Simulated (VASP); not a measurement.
Here is a VASP 6.6.1 calculation.

The input INCAR:

```
ALGO     = Fast           # electronic algorithm
EDIFF    = 1E-7           # SCF threshold, eV
ENCUT    = 450            # plane-wave cutoff, eV
GGA      = PE             # functional
ISIF     = 2              # what is computed and relaxed
ISMEAR   = 0              # smearing method
LASPH    = True           # aspherical terms in the spheres
LCHARG   = False          # write CHGCAR
LREAL    = False          # projectors in reciprocal space
LWAVE    = False          # write WAVECAR
NBANDS   = 18             # bands
NELM     = 80             # most SCF steps
PREC     = Accurate       # precision mode
SIGMA    = 0.02           # smearing width, eV
```

The input KPOINTS:

```
k-points
0
Gamma
  4 4 4
```

The input POSCAR:

```
TePb
1.0
    0.0000000000      3.2310000000      3.2310000000
    3.2310000000      0.0000000000      3.2310000000
    3.2310000000      3.2310000000      0.0000000000
Pb Te
1 1
Direct
    0.0000000000      0.0000000000      0.0000000000
    0.5000000000      0.5000000000      0.5000000000
```

Potentials or basis: VASP PAW PBE potentials, release 64 (Pb_d_GW, Te_GW).

The run is started by

```console
$ cat potpaw_PBE.64/Pb_d_GW/POTCAR potpaw_PBE.64/Te_GW/POTCAR > POTCAR
$ mpirun -np 1 vasp_std > vasp.out
```

What does it give for the band gap on the k mesh?

0.73 eV, direct.

What does it give for the pressure?

2.0 GPa.

Caveat: the k mesh is coarse (spacing up to 0.42 Å⁻¹), so the values aren't converged; spin-orbit coupling is left out, which as a rule narrows the gap of such compounds by several tenths of an eV. A k mesh can miss the band edges.
